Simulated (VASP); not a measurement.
A run of VASP 6.6.1 is set up as follows.

Contents of INCAR:

```
ALGO = Normal
EDIFF = 1E-6
EDIFFG = -0.02
ENCUT = 600
GGA = RP
IBRION = 2
ISIF = 3
ISMEAR = -1
IVDW = 13
LASPH = True
LCHARG = False
LREAL = False
LWAVE = False
NELM = 80
NSW = 40
PREC = Accurate
SIGMA = 0.05
```

KPOINTS

```
k-points
0
Gamma
  8 8 8
```

The input POSCAR:

```
Si
1.0
    0.0000000000      2.7218511865      2.7218511865
    2.7218511865      0.0000000000      2.7218511865
    2.7218511865      2.7218511865      0.0000000000
Si
2
Direct
    0.5000000000      0.5000000000      0.5000000000
    0.7500000000      0.7500000000      0.7500000000
```

Potentials or basis: VASP PAW PBE potentials, release 64 (Si).

Launch:

```console
$ cat potpaw_PBE.64/Si/POTCAR > POTCAR
$ mpirun -np 1 vasp_std > vasp.out
```

Problem. Predict the dispersion energy per atom.

Solution. -0.665 eV.

Problem. Predict the band gap on the k mesh.

Solution. 0.62 eV, indirect (least direct gap 2.58 eV).

Final structure:
```xyz
2
Lattice="0.0000 2.6913 2.6913 2.6913 0.0000 2.6913 2.6913 2.6913 0.0000" Properties=species:S:1:pos:R:3 pbc="T T T"
Si    2.6913    2.6913    2.6913
Si    4.0370    4.0370    4.0370
```

 A hybrid or GW would open this gap; RPBE tends to underestimate it.
